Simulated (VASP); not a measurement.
# InP (F-43m) in VASP: a series of runs

One crystal, InP, is run at these levels: PBE; tasks: band structure, Born charges and dielectric tensor.

All numbers are computed with VASP 6.6.1; they aren't measurements. Logs are shortened: lines on timing, memory, paths and dates and some standing lists are left out, and cuts for length are marked.

**The experiment to reproduce.**

From a printed reference work, data compilation, for a bulk crystal of InP at 1.6 K: band gap 1.4236 eV (direct).

From a printed reference work, textbook, for a bulk crystal of InP at 300 K: high-frequency dielectric constant 9.61.

How close the calculation comes is told below.

## 1. The structure

The structure is cubic, space group F-43m (No. 216). The conventional cell has a = 5.950 Å, b = 5.950 Å, c = 5.950 Å, α = 90.00°, β = 90.00°, γ = 90.00°. Around In (site symmetry -43m) lie 4 P at 2.58 Å. P (site symmetry -43m) is surrounded by 4 In at 2.58 Å.

## 2. Band structure, PBE

POSCAR reads:

```
InP                                     
1.0
    0.0000000000      2.9751659887      2.9751659887
    2.9751659887      0.0000000000      2.9751659887
    2.9751659887      2.9751659887      0.0000000000
  In              P             
     1     1
Direct
     0.0000000000000000    0.0000000000000000    0.0000000000000000
     0.2500000000000000    0.2500000000000000    0.2500000000000000
```

INCAR.step1 reads:

```
PREC = Accurate
ENCUT = 350
EDIFF = 1E-7
ISMEAR = 0
SIGMA = 0.02
LREAL = F
LASPH = T
NELM = 100
ALGO = Normal
ISIF = 2
LWAVE = F
LCHARG = T
GGA = PE
```

KPOINTS.step1 reads:

```
Automatic mesh
0
Gamma
  10 10 10
```

INCAR.step2 reads:

```
PREC = Accurate
ENCUT = 350
EDIFF = 1E-7
ISMEAR = 0
SIGMA = 0.05
LREAL = F
LASPH = T
NELM = 100
ALGO = Normal
ISIF = 2
LWAVE = F
LCHARG = F
GGA = PE
ICHARG = 11
```

KPOINTS.step2 reads:

```
path GXWKGLUWLK,UX
20
line-mode
reciprocal
 0.0000000000  0.0000000000  0.0000000000  G
 0.5000000000  0.0000000000  0.5000000000  X

 0.5000000000  0.0000000000  0.5000000000  X
 0.5000000000  0.2500000000  0.7500000000  W

 0.5000000000  0.2500000000  0.7500000000  W
 0.3750000000  0.3750000000  0.7500000000  K

 0.3750000000  0.3750000000  0.7500000000  K
 0.0000000000  0.0000000000  0.0000000000  G

 0.0000000000  0.0000000000  0.0000000000  G
 0.5000000000  0.5000000000  0.5000000000  L

 0.5000000000  0.5000000000  0.5000000000  L
 0.6250000000  0.2500000000  0.6250000000  U

 0.6250000000  0.2500000000  0.6250000000  U
 0.5000000000  0.2500000000  0.7500000000  W

 0.5000000000  0.2500000000  0.7500000000  W
 0.5000000000  0.5000000000  0.5000000000  L

 0.5000000000  0.5000000000  0.5000000000  L
 0.3750000000  0.3750000000  0.7500000000  K

 0.6250000000  0.2500000000  0.6250000000  U
 0.5000000000  0.0000000000  0.5000000000  X
```

Potentials or basis: VASP PAW PBE potentials, release 64 (In_d, P).

Run with:

```
$ cat potpaw_PBE.64/In_d/POTCAR potpaw_PBE.64/P/POTCAR > POTCAR
$ cp INCAR.step1 INCAR
$ cp KPOINTS.step1 KPOINTS
$ mpirun -np 1 vasp_std > vasp.out
$ cp INCAR.step2 INCAR
$ cp KPOINTS.step2 KPOINTS
$ mpirun -np 1 vasp_std > vasp.out
```

OUTCAR:

```text
PREC = Accurate
   ENCUT = 350
   EDIFF = 1E-7
   ISMEAR = 0
   LREAL = F
   LASPH = T
   NELM = 100
   ISIF = 2
   GGA = PE
   ICHARG = 11

 ion  position               nearest neighbor table
   1  0.000  0.000  0.000-   2 2.58   2 2.58   2 2.58   2 2.58
   2  0.250  0.250  0.250-   1 2.58   1 2.58   1 2.58   1 2.58

  LATTYP: Found a face centered cubic cell.
 ALAT       =     5.9503319774

  Lattice vectors:

 A1 = (   0.0000000000,   2.9751659887,   2.9751659887)
 A2 = (   2.9751659887,   0.0000000000,   2.9751659887)
 A3 = (   2.9751659887,   2.9751659887,   0.0000000000)

Analysis of symmetry for initial positions (statically):
=====================================================================
 Subroutine PRICEL returns:
 Original cell was already a primitive cell.

 Routine SETGRP: Setting up the symmetry group for a
 face centered cubic supercell.

 Subroutine GETGRP returns: Found 24 space group operations
 (whereof 24 operations were pure point group operations)
 out of a pool of 48 trial point group operations.

The static configuration has the point symmetry T_d .

Analysis of symmetry for dynamics (positions and initial velocities):
=====================================================================
 Subroutine PRICEL returns:
 Original cell was already a primitive cell.

 Routine SETGRP: Setting up the symmetry group for a
 face centered cubic supercell.

 Subroutine GETGRP returns: Found 24 space group operations
 (whereof 24 operations were pure point group operations)
 out of a pool of 48 trial point group operations.

The dynamic configuration has the point symmetry T_d .

 Subroutine INISYM returns: Found 24 space group operations
 (whereof 24 operations are pure point group operations),
 and found     1 'primitive' translations

----------------------------------------------------------------------------------------

                                     Primitive cell

  volume of cell :      52.6700

  direct lattice vectors                    reciprocal lattice vectors
     0.000000000  2.975165989  2.975165989    -0.168057850  0.168057850  0.168057850
     2.975165989  0.000000000  2.975165989     0.168057850 -0.168057850  0.168057850
     2.975165989  2.975165989  0.000000000     0.168057850  0.168057850 -0.168057850

  length of vectors
     4.207520092  4.207520092  4.207520092     0.291084735  0.291084735  0.291084735

[... 77 lines left out ...]
   NSW    =      0    number of steps for IOM
   IBRION =     -1    ionic relax: 0-MD 1-quasi-New 2-CG
   NFREE  =      0    steps in history (QN), initial steepest desc. (CG)
   ISIF   =      2    stress and relaxation
   ISYM   =      2    0-nonsym 1-usesym 2-fastsym
   POTIM  = 0.5000    time-step for ionic-motion
   TEBEG  =    0.0;   TEEND  =   0.0 temperature during run
   PSTRESS=    0.0 pullay stress
   NELECT =      18.0000    total number of electrons
   NUPDOWN=      -1.0000    fix difference up-down
   EMIN   =  10.00;   EMAX   =-10.00  energy-range for DOS
   EFERMI =   0.00;   METHOD = LEGACY
   ISMEAR =     0;   SIGMA  =   0.05  broadening in eV -4-tet -1-fermi 0-gaus
   EFERMI_NEDOS =   21; number of points for ismear=-14 and -15
   IALGO  =     38    algorithm
   IMIX   =      4    mixing-type and parameters
     AMIX     =   0.40;   BMIX     =  1.00
     AMIX_MAG =   1.60;   BMIX_MAG =  1.00
  volume/ion in A,a.u.               =      26.34       177.72
  Fermi-wavevector in a.u.,A,eV,Ry     =   1.144576  2.162934 17.824356  1.310053
  Thomas-Fermi vector in A             =   2.281267
   LORBIT       =      0    0 simple, 1 ext, 2 COOP (PROOUT), +10 PAW based schemes
   GGA     = PE    functional components
   LHFCALC =     F    Hartree Fock is set to
   AEXX    =    0.0000 exact exchange contribution
   IVDW    =     0    specifies the selected vdW correction
   LEPSILON=     F    determine dielectric tensor
   LRPA    =     F    only Hartree local field effects (RPA)
 non-spin polarized calculation
 Gauss-broadening in eV      SIGMA  =   0.05
  energy-cutoff  :      350.00
  volume of cell :       52.67
 maximum number of plane-waves:       801
 NGX is ok and might be reduce to    28

 number of electron      17.9999999 magnetization

 Free energy of the ion-electron system (eV)
  ---------------------------------------------------
  ext. energy  EPLUGINS =         0.00000000
  ---------------------------------------------------
  free energy    TOTEN  =        -8.60879055 eV

  energy without entropy =       -8.60879055  energy(sigma->0) =       -8.60879055

 E-fermi :   4.9511     XC(G=0):  -9.0833

 val. band max:        4.7045060053   @ k =   0.0000   0.0000   0.0000
 cond. band min:       5.1682500404   @ k =   0.0000   0.0000   0.0000
 fundamental gap:      0.4637440351
 Fermi energy:         4.9511315100

 k-point     1 :       0.0000    0.0000    0.0000
  band No.  band energies     occupation
      1      -9.3916      2.00000
      2      -9.3916      2.00000
      3      -9.3916      2.00000
      4      -9.2590      2.00000
      5      -9.2590      2.00000
      6      -6.5120      2.00000
      7       4.7045      2.00000
      8       4.7045      2.00000
      9       4.7045      2.00000
     10       5.1683      0.00000
     11       8.7955      0.00000
     12       8.7955      0.00000
     13       8.7955      0.00000
[... 354 lines left out ...]
  band No.  band energies     occupation
      1      -9.5496      2.00000
      2      -9.3047      2.00000
      3      -9.3047      2.00000
      4      -9.2989      2.00000
      5      -9.2302      2.00000
      6      -4.3260      2.00000
      7      -0.8455      2.00000
      8       2.4932      2.00000
      9       2.4945      2.00000
     10       6.6427      0.00000
     11       7.0578      0.00000
     12      13.3971      0.00000
     13      13.7230      0.00000

 [... further k-points ...]
[... 5 lines left out ...]
  --------------------------------------------------------------------------------------
  -------------------------------------------------------------------------------------
  Total       -0.7652737     -0.7652737     -0.7652737      0.0000000     -0.0000000     -0.0000000
  in kB      -23.2789695    -23.2789695    -23.2789695      0.0000000     -0.0000000     -0.0000000
  external PRESSURE =     -23.2789695 kB  Pullay stress =       0.0000000 kB

 VOLUME and BASIS-vectors are now :
 -----------------------------------------------------------------------------
  energy-cutoff  :      350.00
  volume of cell :       52.67
      direct lattice vectors                 reciprocal lattice vectors
     0.000000000  2.975165989  2.975165989    -0.168057850  0.168057850  0.168057850
     2.975165989  0.000000000  2.975165989     0.168057850 -0.168057850  0.168057850
     2.975165989  2.975165989  0.000000000     0.168057850  0.168057850 -0.168057850

 POSITION                                       TOTAL-FORCE (eV/Angst)
 -----------------------------------------------------------------------------------
      0.00000      0.00000      0.00000        -0.000000     -0.000000     -0.000000
      1.48758      1.48758      1.48758         0.000000      0.000000      0.000000
 -----------------------------------------------------------------------------------
    total drift:                                0.000000      0.000000      0.000000

  FREE ENERGIE OF THE ION-ELECTRON SYSTEM (eV)
  ---------------------------------------------------
  free  energy   TOTEN  =        -8.6087905504 eV

  energy  without entropy=       -8.6087905504  energy(sigma->0) =       -8.60879055
```

It took 66 s on 1 thread of Intel Xeon Platinum 8488C (Sapphire Rapids), shared host; peak memory 0.2 GiB.

What came out:

- Band gap on the k mesh: 0.46 eV, direct
- Band gap along the path: 0.46 eV, direct

Levels at the corners of the path, in eV from the valence-band top:
```
point  band 6  band 7  band 8  band 9  band 10  band 11  band 12  band 13
    Γ  -11.22    0.00    0.00    0.00     0.46     4.09     4.09     4.09
    X   -9.03   -5.56   -2.17   -2.17     1.84     2.27     8.94     9.29
    X   -9.03   -5.56   -2.17   -2.17     1.84     2.27     8.94     9.29
    W   -8.97   -5.42   -2.77   -2.71     4.19     4.29     5.46     6.22
    W   -8.97   -5.42   -2.77   -2.71     4.19     4.29     5.46     6.22
    K   -9.05   -5.42   -3.09   -1.81     2.38     4.30     7.39     7.43
    K   -9.05   -5.42   -3.09   -1.81     2.38     4.30     7.39     7.43
    Γ  -11.22    0.00    0.00    0.00     0.46     4.09     4.09     4.09
    Γ  -11.22    0.00    0.00    0.00     0.46     4.09     4.09     4.09
    L   -9.64   -5.50   -0.91   -0.91     1.39     4.80     4.80     7.00
    L   -9.64   -5.50   -0.91   -0.91     1.39     4.80     4.80     7.00
    U   -9.05   -5.42   -3.09   -1.81     2.38     4.30     7.39     7.43
    U   -9.05   -5.42   -3.09   -1.81     2.38     4.30     7.39     7.43
    W   -8.97   -5.42   -2.77   -2.71     4.19     4.29     5.46     6.22
    W   -8.97   -5.42   -2.77   -2.71     4.19     4.29     5.46     6.22
    L   -9.64   -5.50   -0.91   -0.91     1.39     4.80     4.80     7.00
    L   -9.64   -5.50   -0.91   -0.91     1.39     4.80     4.80     7.00
    K   -9.05   -5.42   -3.09   -1.81     2.38     4.30     7.39     7.43
    U   -9.05   -5.42   -3.09   -1.81     2.38     4.30     7.39     7.43
    X   -9.03   -5.56   -2.17   -2.17     1.84     2.27     8.94     9.29
```

Caveat: the log is that of the step along the path at fixed density, whose energy, stress, charges and moments have no meaning; spin-orbit coupling is left out, which moves the levels of the heavy elements.

## 3. Born charges and dielectric tensor, PBE

INCAR reads:

```
  ALGO = Normal
  EDIFF = 1E-8
  ENCUT = 350
  GGA = PE
  IBRION = 8
  ISIF = 2
  ISMEAR = 0
  LASPH = True
  LCHARG = False
  LEPSILON = True
  LREAL = False
  LWAVE = False
  NELM = 100
  NSW = 1
  PREC = Accurate
  SIGMA = 0.02
```

KPOINTS reads:

```
k-points
0
Gamma
  10 10 10
```

POSCAR is that of step 2.

Potentials or basis: VASP PAW PBE potentials, release 64 (In_d, P).

Run with:

```
$ cat potpaw_PBE.64/In_d/POTCAR potpaw_PBE.64/P/POTCAR > POTCAR
$ mpirun -np 1 vasp_std > vasp.out
```

OUTCAR:

```text
EDIFF = 1E-8
   ENCUT = 350
   GGA = PE
   IBRION = 8
   ISIF = 2
   ISMEAR = 0
   LASPH = True
   LEPSILON = True
   LREAL = False
   NELM = 100
   NSW = 1
   PREC = Accurate

 ion  position               nearest neighbor table
   1  0.000  0.000  0.000-   2 2.58   2 2.58   2 2.58   2 2.58
   2  0.250  0.250  0.250-   1 2.58   1 2.58   1 2.58   1 2.58

  LATTYP: Found a face centered cubic cell.
 ALAT       =     5.9503319774

  Lattice vectors:

 A1 = (   0.0000000000,   2.9751659887,   2.9751659887)
 A2 = (   2.9751659887,   0.0000000000,   2.9751659887)
 A3 = (   2.9751659887,   2.9751659887,   0.0000000000)

Analysis of symmetry for initial positions (statically):
=====================================================================
 Subroutine PRICEL returns:
 Original cell was already a primitive cell.

 Routine SETGRP: Setting up the symmetry group for a
[... 685 lines left out ...]

 SECOND DERIVATIVES (NOT SYMMETRIZED)
 ------------------------------------
               1X          1Y          1Z          2X          2Y          2Z
  1X    -7.265079    0.000000    0.000000    7.265079    0.000000    0.000000
  1Y     0.000000   -7.265079    0.000000    0.000000    7.265079    0.000000
  1Z     0.000000    0.000000   -7.265079    0.000000    0.000000    7.265079
  2X     7.280027    0.000000    0.000000   -7.280027    0.000000    0.000000
  2Y     0.000000    7.280027    0.000000    0.000000   -7.280027    0.000000
  2Z     0.000000    0.000000    7.280027    0.000000    0.000000   -7.280027

 Eigenvectors and eigenvalues of the dynamical matrix
 ----------------------------------------------------

   1 f  =    8.538566 THz    53.649390 2PiTHz  284.815893 cm-1    35.312654 meV
             X         Y         Z           dx          dy          dz
      0.000000  0.000000  0.000000    -0.460551   -0.000000   -0.000000
      1.487583  1.487583  1.487583     0.887633   -0.000000    0.000000
[... 21 lines left out ...]
   6 f/i=    0.003587 THz     0.022539 2PiTHz    0.119654 cm-1     0.014835 meV
             X         Y         Z           dx          dy          dz
      0.000000  0.000000  0.000000     0.355625   -0.107307    0.806170
      1.487583  1.487583  1.487583     0.184517   -0.055677    0.418283

--------------------------------------------------------------------------------------------------------

 MACROSCOPIC STATIC DIELECTRIC TENSOR IONIC CONTRIBUTION
 ------------------------------------------------------
           3.378664     0.000000     0.000000
           0.000000     3.378664    -0.000000
           0.000000    -0.000000     3.378664
 ------------------------------------------------------

 ELASTIC MODULI CONTR FROM IONIC RELAXATION (kBar)
 Direction    XX          YY          ZZ          XY          YZ          ZX
 --------------------------------------------------------------------------------
 XX          -0.0000     -0.0000     -0.0000      0.0000      0.0000     -0.0000
 YY          -0.0000     -0.0000     -0.0000     -0.0000      0.0000     -0.0000
 ZZ          -0.0000     -0.0000     -0.0000      0.0000      0.0000     -0.0000
 XY           0.0000     -0.0000      0.0000   -184.6857     -0.0000     -0.0000
 YZ           0.0000      0.0000      0.0000     -0.0000   -184.6857     -0.0000
 ZX          -0.0000     -0.0000     -0.0000     -0.0000     -0.0000   -184.6857
 --------------------------------------------------------------------------------

 PIEZOELECTRIC TENSOR IONIC CONTR  for field in x, y, z        (C/m^2)
          XX          YY          ZZ          XY          YZ          ZX
  --------------------------------------------------------------------------------
  x    -0.00000    -0.00000    -0.00000     0.00000     0.74330     0.00000
  y     0.00000     0.00000     0.00000     0.00000     0.00000     0.74330
  z    -0.00000    -0.00000    -0.00000     0.74330     0.00000    -0.00000
```

It took 11 min on 1 thread of Intel Xeon Platinum 8488C (Sapphire Rapids), shared host; peak memory 0.3 GiB.

Results:

```
Band gap on the k mesh                                  : 0.46 eV, direct
Electronic dielectric tensor (diagonal)                 : 17.65
Born charges (mean of the diagonal)                     : In +2.67; P -2.67 e
Highest phonon frequency at Γ, LO-TO splitting left out : 285 cm⁻¹
```

Levels at points of the mesh, in eV from the valence-band top:
```tsv
k point	band 7	band 8	band 9	band 10	band 11	band 12
(0.00, 0.00, 0.00)	0.00	0.00	0.00	0.46	4.09	4.09
(0.50, 0.00, 0.00)	-5.50	-0.91	-0.91	1.39	4.80	4.80
(0.50, 0.50, 0.00)	-5.56	-2.17	-2.17	1.84	2.26	8.93
```

Phonon frequencies in cm⁻¹ (negative: imaginary):
| q point | frequencies |
| --- | --- |
| (0.000, 0.000, 0.000) | 0 0 0 285 285 285 |

Electronic dielectric tensor:
```
17.65  0.00  0.00
 0.00 17.65  0.00
 0.00  0.00 17.65
```

Born effective charge tensors (e):
atom 1, In
```
2.67 0.00 0.00
0.00 2.67 0.00
0.00 0.00 2.67
```
atom 2, P
```
-2.67  0.00  0.00
 0.00 -2.67  0.00
 0.00  0.00 -2.67
```

Caveat: the gap is small at this level, which inflates the dielectric constant; spin-orbit coupling is left out, which moves the levels of the heavy elements.

## 4. How close it comes

Step 2. Against the measured gap of InP, 1.4236 eV (direct; 1.6 K; a printed reference work, data compilation), the calculated 0.46 eV is off by -0.96 eV. Spin-orbit coupling on In is left out. The value is that of PBE, without temperature or zero-point motion. Semilocal functionals fall short of measured gaps as a rule.

Step 3. Against the measured gap of InP, 1.4236 eV (direct; 1.6 K; a printed reference work, data compilation), the calculated 0.46 eV is off by -0.96 eV. Spin-orbit coupling on In is left out. The value is that of PBE, without temperature or zero-point motion. Semilocal functionals fall short of measured gaps as a rule. A measured high-frequency dielectric constant of InP is 9.61 (300 K; a printed reference work, textbook); the calculated 17.65 misses it by +83.6 %. So large a miss can be the level of theory's own, or it may mean another phase, state or a wrong row.
